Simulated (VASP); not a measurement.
Ge: single point with PBE

Ge:

```
Ge
1.0
    -2.47595    2.47595    1.40678
     2.47595   -2.47595    1.40678
     2.47595    2.47595   -1.40678
Ge
2
Direct
  0.25000 0.75000 0.50000
  0.50000 0.50000 0.00000
```

This isn't the form of Ge at room conditions, which is diamond.

```
Program             : VASP 6.6.1
Task                : single point
Functional          : PBE
Potentials or basis : VASP PAW PBE potentials, release 64 (Ge_d)
Cutoff              : 520 eV
k mesh              : 8 × 8 × 8
Occupations         : gaussian, width 0.1 eV
Spin                : no spin polarisation
```

```yaml
Pressure: 9.8 GPa
Band_gap_on_the_k_mesh: none (metal or under the smearing width)
```

Levels at points of the mesh, in eV from the Fermi level:
```csv
k point,band 11,band 12,band 13,band 14,band 15,band 16,band 17,band 18
"(0.00, 0.00, 0.00)",-13.85,-3.12,-2.24,-2.24,3.42,7.99,8.20,8.59
"(0.50, 0.00, 0.00)",-8.50,-6.80,-2.38,-1.91,-1.66,2.40,4.00,6.14
"(0.50, 0.50, 0.00)",-10.83,-10.83,0.95,0.95,2.68,2.68,7.20,7.20
"(0.50, 0.50, 0.50)",-8.76,-8.76,-6.25,-6.25,5.52,5.52,12.64,12.64
```

Wall time 16 s on 1 thread of Intel(R) Xeon(R) 6975P-C (Granite Rapids) (shared host), peak memory 0.17 GiB.
